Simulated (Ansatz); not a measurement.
**One structure, 3 elements: MoS2, MoSe2, Te2Mo**

Plane-wave DFT in Ansatz with scalar-relativistic PAW potentials, cutoff 420 eV, Γ-centred meshes chosen by cell and gap, Gaussian smearing with energies taken to zero width. Every cell was relaxed (cell and atoms) in a run of its own, within the symmetry of its start. Functional: PBEsol.

All members share space group P6_3/mmc and the same sites; only the element on one set of sites changes (S, Se, Te). Members needn't be the stable form of their composition. Energies over the elements, where given, are against the elements' standard states in the same functional (H₂, N₂, O₂ and halogens uncorrected, Hg as a solid). The first member:

Space group P6_3/mmc (No. 194). a = 3.141 Å, b = 3.141 Å, c = 12.585 Å, α = 90.00°, β = 90.00°, γ = 120.00°
```csv
atom,site,symmetry,x,y,z
Mo,2d,-6m2,0.6667,0.3333,0.2500
S,4f,3m.,0.6667,0.3333,0.6261
```

| compound | V (Å³/atom) | a (Å) | c (Å) | gap on mesh (eV) | energy over elements (eV/atom) |
| --- | --- | --- | --- | --- | --- |
| MoS2 | 17.93 | 3.141 | 12.585 | 0.98 | -0.972 |
| Te2Mo | 24.68 | 3.494 | 14.006 | 0.77 | -0.287 |

Q: Predict the member with Se.

A: V (Å³/atom) 20.24, a (Å) 3.270, c (Å) 13.117, gap on mesh (eV) 0.91, energy over elements (eV/atom) -0.718. Interpolating linearly in period between S and Te would give 21.30 Å³/atom (5.3 % too large) and a gap of 0.88 eV, with -0.629 eV/atom over the elements. Over the whole series the volume grows at each step down the group; the gap narrows; binding against the elements weakens. The p levels of the anion rise down the group and lift the valence band, the usual cause of such narrowing. Less electronegative, larger anions gain less from charge transfer and lattice energy, in line with the weaker binding.

Spin-orbit coupling is left out, which matters for the bands of heavy elements. Each cell of MoS2, MoSe2, Te2Mo holds layers, and where no dispersion correction was added their binding is poorly described.